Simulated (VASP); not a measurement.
# ZnSe (Stilleite) (F-43m) in VASP: further runs

Runs on ZnSe (Stilleite). Level: PBE. Tasks: relaxation of the atoms.

Program: VASP 6.6.1. These are calculated values, not measurements. Logs are shortened: lines on timing, memory, paths and dates and some standing lists are left out, and cuts for length are marked.

## (1) The undisturbed crystal

The structure is cubic, space group F-43m (No. 216). Conventional cell: a = 5.668 Å, b = 5.668 Å, c = 5.668 Å, α = 90.00°, β = 90.00°, γ = 90.00°. Around Zn (site symmetry -43m) lie 4 Se at 2.45 Å. Se (site symmetry -43m) is surrounded by 4 Zn at 2.45 Å.

## (2) Relaxation of the atoms, PBE (a relaxed cell with its volume scaled by 0.96)

File INCAR:

```
SYSTEM = ZnSe
PREC     = Accurate       ! precision mode
ENCUT    = 300            ! plane-wave cutoff, eV
EDIFF    = 1E-7           ! SCF threshold, eV
ISMEAR   = 0              ! smearing method
SIGMA    = 0.03           ! smearing width, eV
LREAL    = .FALSE.        ! projectors in reciprocal space
LASPH    = .TRUE.         ! aspherical terms in the spheres
NELM     = 80             ! most SCF steps
ALGO     = Normal         ! electronic algorithm
ISIF     = 2              ! what is computed and relaxed
LWAVE    = .FALSE.        ! write WAVECAR
LCHARG   = .FALSE.        ! write CHGCAR
GGA      = PE             ! functional
IBRION   = 2              ! ionic algorithm
NSW      = 40             ! ionic steps
EDIFFG   = -0.01          ! ionic threshold
```

File KPOINTS:

```
Automatic mesh
0
G
  4 4 4
  0 0 0
```

File POSCAR:

```
ZnSe                                    
1.0
    0.0000000000      2.8351816909      2.8351816909
    2.8351816909      0.0000000000      2.8351816909
    2.8351816909      2.8351816909     -0.0000000000
  Zn              Se            
     1     1
Direct
     1.0000000000000000    1.0000000000000000    1.0000000000000000
     0.2500000000000000    0.2500000000000000    0.2500000000000000
```

Potentials or basis: VASP PAW PBE potentials, release 64 (Zn, Se).

Run with:

```
> cat potpaw_PBE.64/Zn/POTCAR potpaw_PBE.64/Se/POTCAR > POTCAR
> mpirun -np 1 vasp_std > vasp.out
```

OUTCAR:

```text
SYSTEM = ZnSe
   PREC = Accurate
   ENCUT = 300
   EDIFF = 1E-7
   ISMEAR = 0
   LREAL = .FALSE.
   LASPH = .TRUE.
   NELM = 80
   ISIF = 2
   GGA = PE
   IBRION = 2
   NSW = 40
   EDIFFG = -0.01

 ion  position               nearest neighbor table
   1  0.000  0.000  0.000-   2 2.46   2 2.46   2 2.46   2 2.46
   2  0.250  0.250  0.250-   1 2.46   1 2.46   1 2.46   1 2.46

  LATTYP: Found a face centered cubic cell.
 ALAT       =     5.6703633818

  Lattice vectors:

 A1 = (   0.0000000000,   2.8351816909,   2.8351816909)
 A2 = (   2.8351816909,   0.0000000000,   2.8351816909)
 A3 = (   2.8351816909,   2.8351816909,   0.0000000000)

Analysis of symmetry for initial positions (statically):
=====================================================================
 Subroutine PRICEL returns:
 Original cell was already a primitive cell.

 Routine SETGRP: Setting up the symmetry group for a
 face centered cubic supercell.

 Subroutine GETGRP returns: Found 24 space group operations
 (whereof 24 operations were pure point group operations)
 out of a pool of 48 trial point group operations.

The static configuration has the point symmetry T_d .

Analysis of symmetry for dynamics (positions and initial velocities):
=====================================================================
 Subroutine PRICEL returns:
 Original cell was already a primitive cell.

 Routine SETGRP: Setting up the symmetry group for a
 face centered cubic supercell.

 Subroutine GETGRP returns: Found 24 space group operations
 (whereof 24 operations were pure point group operations)
 out of a pool of 48 trial point group operations.

The dynamic configuration has the point symmetry T_d .

 Subroutine INISYM returns: Found 24 space group operations
 (whereof 24 operations are pure point group operations),
 and found     1 'primitive' translations

----------------------------------------------------------------------------------------

                                     Primitive cell

  volume of cell :      45.5798

  direct lattice vectors                    reciprocal lattice vectors
     0.000000000  2.835181691  2.835181691    -0.176355541  0.176355541  0.176355541
     2.835181691  0.000000000  2.835181691     0.176355541 -0.176355541  0.176355541
     2.835181691  2.835181691  0.000000000     0.176355541  0.176355541 -0.176355541

  length of vectors
     4.009552399  4.009552399  4.009552399     0.305456757  0.305456757  0.305456757

  position of ions in fractional coordinates (direct lattice)
     0.000000000  0.000000000  0.000000000
     0.250000000  0.250000000  0.250000000

  ion indices of the primitive-cell ions
   primitive index   ion index
                 1           1
                 2           2

----------------------------------------------------------------------------------------

 KPOINTS: Automatic mesh

Automatic generation of k-mesh.
 Grid dimensions read from file:
 generate k-points for:    4    4    4

 Generating k-lattice:

  Cartesian coordinates                     Fractional coordinates (reciprocal lattice)
    -0.044088885  0.044088885  0.044088885     0.250000000  0.000000000  0.000000000
     0.044088885 -0.044088885  0.044088885     0.000000000  0.250000000  0.000000000
     0.044088885  0.044088885 -0.044088885     0.000000000  0.000000000  0.250000000

  Length of vectors
     0.076364189  0.076364189  0.076364189

  Shift w.r.t. Gamma in fractional coordinates (k-lattice)
     0.000000000  0.000000000  0.000000000

 Subroutine IBZKPT returns following result:
 ===========================================

 Found      8 irreducible k-points:

 Following reciprocal coordinates:
            Coordinates               Weight
  0.000000  0.000000  0.000000      1.000000
  0.250000  0.000000  0.000000      8.000000
  0.500000  0.000000  0.000000      4.000000
  0.250000  0.250000  0.000000      6.000000
  0.500000  0.250000  0.000000     24.000000
 -0.250000  0.250000  0.000000     12.000000
  0.500000  0.500000  0.000000      3.000000
 -0.250000  0.500000  0.250000      6.000000
   k-points           NKPTS =      8   k-points in BZ     NKDIM =      8   number of bands    NBANDS=     13
   number of dos      NEDOS =    301   number of ions     NIONS =      2
   total plane-waves  NPLWV =  13824
   dimension x,y,z NGX =    24 NGY =   24 NGZ =   24
   dimension x,y,z NGXF=    48 NGYF=   48 NGZF=   48
   ions per type =               1   1
   NGX,Y,Z   is equivalent  to a cutoff of   9.95,  9.95,  9.95 a.u.
   NGXF,Y,Z  is equivalent  to a cutoff of  19.90, 19.90, 19.90 a.u.
 SYSTEM =  ZnSe
   PREC   = accura    normal or accurate (medium, high low for compatibility)
   ISTART =      0    job   : 0-new  1-cont  2-samecut
   ICHARG =      2    charge: 1-file 2-atom 10-const
   ISPIN  =      1    spin polarized calculation?
   LNONCOLLINEAR =      F non collinear calculations
   LSORBIT =      F    spin-orbit coupling
   LASPH  =      T    aspherical Exc in radial PAW
   ENCUT  =  300.0 eV  22.05 Ry    4.70 a.u.   5.66  5.66  5.66*2*pi/ulx,y,z
   NELM   =     80;   NELMIN=  2; NELMDL= -5     # of ELM steps
   EDIFF  = 0.1E-06   stopping-criterion for ELM
   LREAL  =      F    real-space projection
   EDIFFG = -.1E-01   stopping-criterion for IOM
   NSW    =     40    number of steps for IOM
   IBRION =      2    ionic relax: 0-MD 1-quasi-New 2-CG
   NFREE  =      1    steps in history (QN), initial steepest desc. (CG)
   ISIF   =      2    stress and relaxation
   ISYM   =      2    0-nonsym 1-usesym 2-fastsym
   POTIM  = 0.5000    time-step for ionic-motion
   TEBEG  =    0.0;   TEEND  =   0.0 temperature during run
   PSTRESS=    0.0 pullay stress
   NELECT =      18.0000    total number of electrons
   NUPDOWN=      -1.0000    fix difference up-down
   EMIN   =  10.00;   EMAX   =-10.00  energy-range for DOS
   EFERMI =   0.00;   METHOD = LEGACY
   ISMEAR =     0;   SIGMA  =   0.03  broadening in eV -4-tet -1-fermi 0-gaus
   EFERMI_NEDOS =   21; number of points for ismear=-14 and -15
   IALGO  =     38    algorithm
   IMIX   =      4    mixing-type and parameters
     AMIX     =   0.40;   BMIX     =  1.00
     AMIX_MAG =   1.60;   BMIX_MAG =  1.00
  volume/ion in A,a.u.               =      22.79       153.79
  Fermi-wavevector in a.u.,A,eV,Ry     =   1.201088  2.269727 19.627928  1.442612
  Thomas-Fermi vector in A             =   2.336906
   LORBIT       =      0    0 simple, 1 ext, 2 COOP (PROOUT), +10 PAW based schemes
   GGA     = PE    functional components
   LHFCALC =     F    Hartree Fock is set to
   AEXX    =    0.0000 exact exchange contribution
   IVDW    =     0    specifies the selected vdW correction
   LEPSILON=     F    determine dielectric tensor
   LRPA    =     F    only Hartree local field effects (RPA)
 conjugate gradient relaxation of ions
 non-spin polarized calculation
 Gauss-broadening in eV      SIGMA  =   0.03
  energy-cutoff  :      300.00
  volume of cell :       45.58
 maximum number of plane-waves:       544
 NGX is ok and might be reduce to    24
   NGX = 11   NGY = 11   NGZ = 11

 number of electron      17.9999991 magnetization

 Free energy of the ion-electron system (eV)
  ---------------------------------------------------
  ext. energy  EPLUGINS =         0.00000000
  ---------------------------------------------------
  free energy    TOTEN  =        -5.95334886 eV

  energy without entropy =       -5.95334886  energy(sigma->0) =       -5.95334886

 E-fermi :   1.7976     XC(G=0):  -9.3014

 val. band max:        1.6349889310   @ k =   0.0000   0.0000   0.0000
 cond. band min:       2.9016820130   @ k =   0.0000   0.0000   0.0000
 fundamental gap:      1.2666930820
 Fermi energy:         1.7976380129

 k-point     1 :       0.0000    0.0000    0.0000
  band No.  band energies     occupation
      1     -11.6138      2.00000
      2      -4.9161      2.00000
      3      -4.9161      2.00000
      4      -4.9161      2.00000
      5      -4.5487      2.00000
      6      -4.5487      2.00000
      7       1.6350      2.00000
      8       1.6350      2.00000
      9       1.6350      2.00000
     10       2.9017      0.00000
     11       7.4084      0.00000
     12       7.4084      0.00000
     13       7.4085      0.00000

 k-point     2 :       0.2500    0.0000    0.0000
  band No.  band energies     occupation
      1     -11.2510      2.00000
      2      -4.8656      2.00000
      3      -4.8656      2.00000
      4      -4.8544      2.00000
      5      -4.5485      2.00000
      6      -4.5485      2.00000
      7      -1.4197      2.00000
      8       1.1567      2.00000
      9       1.1567      2.00000
     10       4.3592      0.00000
     11       8.0418      0.00000
     12       8.0418      0.00000
     13       8.1876      0.00000

 k-point     3 :       0.5000    0.0000    0.0000
  band No.  band energies     occupation
      1     -10.8228      2.00000
      2      -4.8289      2.00000
      3      -4.8289      2.00000
      4      -4.5301      2.00000
      5      -4.5301      2.00000
      6      -4.3895      2.00000
      7      -3.6010      2.00000
      8       0.7649      2.00000
      9       0.7649      2.00000
     10       4.1538      0.00000
     11       7.9919      0.00000
     12       7.9919      0.00000
     13      10.2003      0.00000
[... 49 lines left out ...]
 k-point     7 :       0.5000    0.5000    0.0000
  band No.  band energies     occupation
      1     -10.5538      2.00000
      2      -4.8858      2.00000
      3      -4.6640      2.00000
      4      -4.6640      2.00000
      5      -4.5004      2.00000
      6      -4.3690      2.00000
      7      -3.1293      2.00000
      8      -0.5544      2.00000
      9      -0.5544      2.00000
     10       4.6005      0.00000
     11       5.0750      0.00000
     12      12.3635      0.00000
     13      12.8540      0.00000

 k-point     8 :      -0.2500    0.5000    0.2500
  band No.  band energies     occupation
      1     -10.5488      2.00000
      2      -4.7996      2.00000
      3      -4.7099      2.00000
      4      -4.5812      2.00000
      5      -4.5779      2.00000
      6      -4.2481      2.00000
      7      -3.0619      2.00000
      8      -1.1319      2.00000
      9      -1.0326      2.00000
     10       7.1049      0.00000
     11       7.1649      0.00000
     12       8.5748      0.00000
     13       9.3294      0.00000

------------------------ aborting loop because EDIFF is reached ----------------------------------------

  FORCE on cell =-STRESS in cart. coord.  units (eV):
  Direction    XX          YY          ZZ          XY          YZ          ZX
  --------------------------------------------------------------------------------------
  -------------------------------------------------------------------------------------
  Total        0.7120341      0.7120341      0.7120341      0.0000000      0.0000000      0.0000000
  in kB       25.0287217     25.0287217     25.0287217      0.0000000      0.0000000      0.0000000
  external PRESSURE =      25.0287217 kB  Pullay stress =       0.0000000 kB

 VOLUME and BASIS-vectors are now :
 -----------------------------------------------------------------------------
  energy-cutoff  :      300.00
  volume of cell :       45.58
      direct lattice vectors                 reciprocal lattice vectors
     0.000000000  2.835181691  2.835181691    -0.176355541  0.176355541  0.176355541
     2.835181691  0.000000000  2.835181691     0.176355541 -0.176355541  0.176355541
     2.835181691  2.835181691  0.000000000     0.176355541  0.176355541 -0.176355541

 POSITION                                       TOTAL-FORCE (eV/Angst)
 -----------------------------------------------------------------------------------
      0.00000      0.00000      0.00000        -0.000000      0.000000     -0.000000
      1.41759      1.41759      1.41759         0.000000     -0.000000      0.000000
 -----------------------------------------------------------------------------------
    total drift:                               -0.000006     -0.000006     -0.000005

  FREE ENERGIE OF THE ION-ELECTRON SYSTEM (eV)
  ---------------------------------------------------
  free  energy   TOTEN  =        -5.9533488569 eV

  energy  without entropy=       -5.9533488569  energy(sigma->0) =       -5.95334886

 reached required accuracy - stopping structural energy minimisation
```

Run time: 5.1 s. Hardware: 1 thread of AMD EPYC 7R13 (Zen 3), shared host; peak memory 0.1 GiB.

Results:

| Property | Result |
| --- | --- |
| Free energy | -5.9533 eV |
| Band gap on the k mesh | 1.27 eV, direct |

Final structure:
```xyz
2
Lattice="0.0000 2.8352 2.8352 2.8352 0.0000 2.8352 2.8352 2.8352 0.0000" Properties=species:S:1:pos:R:3 pbc="T T T"
Zn    0.0000    0.0000    0.0000
Se    1.4176    1.4176    1.4176
```

Levels at points of the mesh, in eV from the valence-band top:
| k point | band 5 | band 6 | band 7 | band 8 | band 9 | band 10 | band 11 | band 12 | band 13 |
| --- | --- | --- | --- | --- | --- | --- | --- | --- | --- |
| (0.00, 0.00, 0.00) | -6.18 | -6.18 | 0.00 | 0.00 | 0.00 | 1.27 | 5.77 | 5.77 | 5.77 |
| (0.50, 0.00, 0.00) | -6.17 | -6.02 | -5.24 | -0.87 | -0.87 | 2.52 | 6.36 | 6.36 | 8.57 |
| (0.50, 0.50, 0.00) | -6.14 | -6.00 | -4.76 | -2.19 | -2.19 | 2.97 | 3.44 | 10.73 | 11.22 |

Caveat: the k mesh is coarse (spacing up to 0.48 Å⁻¹), so the values aren't converged; the cutoff is under 1.25 times the usual one of these potentials, so pressure, stress and relaxed cells hold a basis-set (Pulay) error; the relaxation stopped at its first step, so nothing moved.

## (3) Relaxation of the atoms, PBE (a relaxed cell with its volume scaled by 0.98)

INCAR is that of step 2.

KPOINTS is that of step 2.

File POSCAR:

```
ZnSe                                    
1.0
    0.0000000000      2.8547352860      2.8547352860
    2.8547352860      0.0000000000      2.8547352860
    2.8547352860      2.8547352860     -0.0000000000
  Zn              Se            
     1     1
Direct
     1.0000000000000000    1.0000000000000000    1.0000000000000000
     0.2500000000000000    0.2500000000000000    0.2500000000000000
```

Potentials or basis: VASP PAW PBE potentials, release 64 (Zn, Se).

Run with:

```
> cat potpaw_PBE.64/Zn/POTCAR potpaw_PBE.64/Se/POTCAR > POTCAR
> mpirun -np 1 vasp_std > vasp.out
```

OUTCAR:

```text
SYSTEM = ZnSe
   PREC = Accurate
   ENCUT = 300
   EDIFF = 1E-7
   ISMEAR = 0
   LREAL = .FALSE.
   LASPH = .TRUE.
   NELM = 80
   ISIF = 2
   GGA = PE
   IBRION = 2
   NSW = 40
   EDIFFG = -0.01

 ion  position               nearest neighbor table
   1  0.000  0.000  0.000-   2 2.47   2 2.47   2 2.47   2 2.47
   2  0.250  0.250  0.250-   1 2.47   1 2.47   1 2.47   1 2.47
[... 303 lines left out ...]
     13       9.1575      0.00000

------------------------ aborting loop because EDIFF is reached ----------------------------------------

  FORCE on cell =-STRESS in cart. coord.  units (eV):
  Direction    XX          YY          ZZ          XY          YZ          ZX
  --------------------------------------------------------------------------------------
  -------------------------------------------------------------------------------------
  Total        0.3426584      0.3426584      0.3426584      0.0000000      0.0000000     -0.0000000
  in kB       11.7989800     11.7989800     11.7989800      0.0000000      0.0000000     -0.0000000
  external PRESSURE =      11.7989800 kB  Pullay stress =       0.0000000 kB

 VOLUME and BASIS-vectors are now :
 -----------------------------------------------------------------------------
  energy-cutoff  :      300.00
  volume of cell :       46.53
      direct lattice vectors                 reciprocal lattice vectors
     0.000000000  2.854735286  2.854735286    -0.175147588  0.175147588  0.175147588
     2.854735286  0.000000000  2.854735286     0.175147588 -0.175147588  0.175147588
     2.854735286  2.854735286  0.000000000     0.175147588  0.175147588 -0.175147588

 POSITION                                       TOTAL-FORCE (eV/Angst)
 -----------------------------------------------------------------------------------
      0.00000      0.00000      0.00000         0.000000      0.000000      0.000000
      1.42737      1.42737      1.42737        -0.000000     -0.000000     -0.000000
 -----------------------------------------------------------------------------------
    total drift:                               -0.000006     -0.000006     -0.000005

  FREE ENERGIE OF THE ION-ELECTRON SYSTEM (eV)
  ---------------------------------------------------
  free  energy   TOTEN  =        -5.9645172395 eV

  energy  without entropy=       -5.9645172395  energy(sigma->0) =       -5.96451724

 reached required accuracy - stopping structural energy minimisation
```

CONTCAR:

```text
ZnSe
   1.00000000000000
     0.0000000000000000    2.8547352859999999    2.8547352859999999
     2.8547352859999999    0.0000000000000000    2.8547352859999999
     2.8547352859999999    2.8547352859999999    0.0000000000000000
  Zn              Se
     1     1
Direct
     0.0000000000000000    0.0000000000000000    0.0000000000000000
     0.2500000000000000    0.2500000000000000    0.2500000000000000

  0.00000000E+00  0.00000000E+00  0.00000000E+00
  0.00000000E+00  0.00000000E+00  0.00000000E+00
```

Wall time 5.4 s (1 thread of AMD EPYC 7R13 (Zen 3), shared host); peak memory 0.1 GiB.

Results:

```yaml
Free_energy: -5.9645 eV
Band_gap_on_the_k_mesh: 1.18 eV, direct
```

Final structure:
```
Zn Se
1.0
     0.00000    2.85474    2.85474
     2.85474    0.00000    2.85474
     2.85474    2.85474    0.00000
Zn Se
1 1
Direct
  0.00000 0.00000 0.00000
  0.25000 0.25000 0.25000
```

Caveat: the k mesh is coarse (spacing up to 0.48 Å⁻¹), so the values aren't converged; the cutoff is under 1.25 times the usual one of these potentials, so pressure, stress and relaxed cells hold a basis-set (Pulay) error; the relaxation stopped at its first step, so nothing moved.
